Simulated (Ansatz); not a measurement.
**Al under changes of volume**

One of the cells (23.784 Å³/atom); the others are scaled copies at fixed shape and fractional positions:

```
Al
1.0
     4.49160    0.00000    0.00000
    -2.24580    3.88984    0.00000
     0.00000    0.00000    2.72260
Al
2
Direct
  0.33333 0.66667 0.00000
  0.66667 0.33333 0.00000
```

The cell was built by a generator and needn't be a form met in nature.

```yaml
Program: Ansatz 0.2.0
Functional: PBE
Potentials_or_basis: Ansatz PAW
Cutoff: "420 eV (not typed: the program's choice for these potentials)"
k_mesh: 7 × 7 × 10
Occupations: fermi-dirac, width 0.05 eV
Spin: no spin polarisation
```

| volume (Å³/atom) | energy over the lowest point (meV/atom) | pressure (GPa) |
| --- | --- | --- |
| 22.357 | ? | ? |
| 22.833 | 20.32 | 3.9 |
| 23.308 | 10.48 | 2.7 |
| 23.784 | 4.05 | 1.7 |
| 24.260 | 0.67 | 0.7 |
| 24.735 | 0.00 | -0.2 |
| 25.211 | 1.78 | -1.0 |

Question: What does the run at 22.357 Å³/atom give?

Answer: Energy over the lowest point 33.88 meV/atom; pressure 5.2 GPa.

Worked out: A Birch-Murnaghan fit of order 3 (a polynomial in V^(-2/3)) to the other rows has its minimum at 24.62 Å³/atom with B0 = V·E''(V) = 44 GPa and B' = 4.9 at fixed shape and positions, which overstates the stiffness. It gives 34.01 meV/atom at 22.357 Å³/atom, against the run's 33.88, and -dE/dV = 5.3 GPa, against 5.2.

Energies are extrapolated to zero smearing.
